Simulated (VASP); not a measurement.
The system is Zn.

```
CELL_PARAMETERS angstrom
-1.56904 1.56904 1.56904
1.56904 -1.56904 1.56904
1.56904 1.56904 -1.56904
ATOMIC_POSITIONS crystal
Zn 0.00000 0.00000 0.00000
```

This isn't the form of Zn at room conditions, which is hcp.

Base run:

| Property | Result |
| --- | --- |
| Program | VASP 6.6.1 |
| Functional | AM05 |
| Potentials or basis | VASP PAW PBE potentials, release 64 (Zn) |
| Cutoff | 520 eV |
| k mesh | 12 × 12 × 12 |
| Occupations | methfessel-paxton, width 0.2 eV |
| Spin | no spin polarisation |

Its results: band gap on the k mesh none (metal or under the smearing width); pressure -5.0 GPa.

Problem. The run is repeated on the same cell with these changes: functional from AM05 to RPBE; occupations from methfessel-paxton, width 0.2 eV to gaussian, width 0.02 eV. What comes out?

Solution. Band gap on the k mesh none (metal or under the smearing width); pressure 3.1 GPa.

Caveats: the PAW data sets were made with another functional, which shifts forces and pressure a little.
